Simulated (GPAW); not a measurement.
Runs of GPAW 26.7.0 on Ge. Symmetry: P6_3/mmc, No. 194, hexagonal system. The conventional cell has a = 3.998 Å, b = 3.998 Å, c = 6.599 Å, α = 90.00°, β = 90.00°, γ = 120.00°. Ge (site symmetry 3m) has 4 Ge at 2.45 to 2.47 Å as nearest neighbours. This isn't the form of Ge at room conditions, which is diamond.

```tsv
task	cell	k mesh	cutoff (eV)	smearing	maxiter	convergence	response ecut	frequency	extrapolate	mesh quality	gap on the mesh (eV)	pressure (GPa)	largest force (eV/Å)
single point	as given	6 × 6 × 4	450	fermi-dirac 0.05 eV	120	default	-	-	-	not flagged	0.07	0.3	-
single point	as given	8 × 8 × 4	600	fermi-dirac 0.05 eV	150	-	-	-	-	not flagged	0.07	0.3	(a)
G0W0 quasiparticle levels	as given	4 × 4 × 2	450	fermi-dirac 0.001 eV	150	-	100 eV	ppa	yes	coarse	0.10	-	-
single point	atoms moved at random, drawn with an rms of 0.05 Å	8 × 8 × 4	600	fermi-dirac 0.05 eV	150	-	-	-	-	not flagged	0.07	0.3	0.65
```

Alike in all rows: level PBEsol; potentials or basis PAW data sets generated in the run's folder for this functional, pw; no spin polarisation.

Fill in the values left out.

(a) 0.01.

Caveats: some runs use coarse meshes; the cutoff is short for stress and forces, so pressures can be off by a GPa or more (some runs); the long-wavelength limit can be off by a per cent or two (some runs).

A k mesh can miss the band edges, and the runs leave out spin-orbit coupling on Ge.
